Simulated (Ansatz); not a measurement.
# Structures of GePt: which is lowest?

Plane-wave DFT in Ansatz with scalar-relativistic PAW potentials, cutoff 420 eV, Γ-centred meshes chosen by cell and gap, Gaussian smearing with energies taken to zero width. Every cell was relaxed (cell and atoms) in a run of its own, within the symmetry of its start. Functional: PBEsol.

Relaxed structures (starts from databases or built by putting these elements on another compound's sites):
A. Pnma, 8 atoms in the computed cell, a = 5.741 Å, b = 3.700 Å, c = 6.092 Å; sites (symmetry × multiplicity) Ge .m. × 4, Pt .m. × 4; start: database
B. P6_3/mmc, 4 atoms in the computed cell, a = 3.824 Å, c = 5.351 Å; sites (symmetry × multiplicity) Ge -6m2 × 2, Pt -3m. × 2; start: built

Question: Rank them by energy. Could pressure change the order?

Answer:
```csv
structure,group,E − E(lowest) (meV/atom),V (Å³/atom),gap on mesh (eV)
A,Pnma,0.0,16.18,0.00
B,P6_3/mmc,49,16.94,0.00
```

A is lowest, 49 meV/atom under B. The lowest is also the densest of these, so pressure wouldn't bring one of the others in at first order. Other structures may lie lower than all of these, and vibrations aren't counted.

Spin-orbit coupling is left out, which matters for the bands of heavy elements.